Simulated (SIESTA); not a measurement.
Se under changes of volume

One of the cells (27.261 Å³/atom); the others are scaled copies at fixed shape and fractional positions:

```xyz
3
Lattice="4.3662 0.0000 0.0000 -2.1831 3.7812 0.0000 0.0000 0.0000 4.9536" Properties=species:S:1:pos:R:3 pbc="T T T"
Se    1.6910    2.9289    0.0000
Se   -0.4921    0.8523    3.3024
Se    0.9841    0.0000    1.6512
```

- Program: SIESTA 5.4.2
- Functional: LDA
- Potentials or basis: PseudoDojo 0.4 standard (LDA files)
- Basis: DZP (energy shift 0.003 Ry; two zetas on semicore shells)
- Grid cutoff: 500 Ry
- Energy shift: 0.003 Ry
- k mesh: 7 × 7 × 6
- Occupations: fermi-dirac, width 0.05 eV
- Spin: no spin polarisation

```tsv
volume (Å³/atom)	energy over the lowest point (meV/atom)	pressure (GPa)	gap on the mesh (eV)	largest force (eV/Å)
25.625	64.86	7.3	1.04	2.277
26.170	42.72	5.7	1.02	1.995
26.716	25.73	4.3	1.00	1.730
27.261	?	?	?	?
27.806	5.26	1.8	0.97	1.244
28.351	0.91	0.8	0.95	1.024
28.896	0.00	-0.2	0.93	0.818
```

Task: What does the run at 27.261 Å³/atom give?

Result: Energy over the lowest point 13.38 meV/atom; pressure 3.0 GPa; gap on the mesh 0.98 eV; largest force 1.478 eV/Å.

Worked out: A Birch-Murnaghan fit of order 3 (a polynomial in V^(-2/3)) to the other rows has its minimum at 28.78 Å³/atom with B0 = V·E''(V) = 49 GPa and B' = 4.3 at fixed shape and positions, which overstates the stiffness. It gives 13.39 meV/atom at 27.261 Å³/atom, against the run's 13.38, and -dE/dV = 3.0 GPa, against 3.0. A straight line through the other rows of the gap, of slope -0.892 eV per unit of ln V, gives 0.98 eV, against the run's 0.98.

Energies are extrapolated to zero smearing.

Caveats: an odd mesh through Γ misses points on the zone boundary, where band edges often lie; the basis of atomic orbitals isn't converged, which shifts pressures, moduli and gaps; forces of over 1 eV/Å show positions far from the minimum, so gaps and moduli don't describe the material at rest (some runs). Spin-orbit coupling on Se is left out.
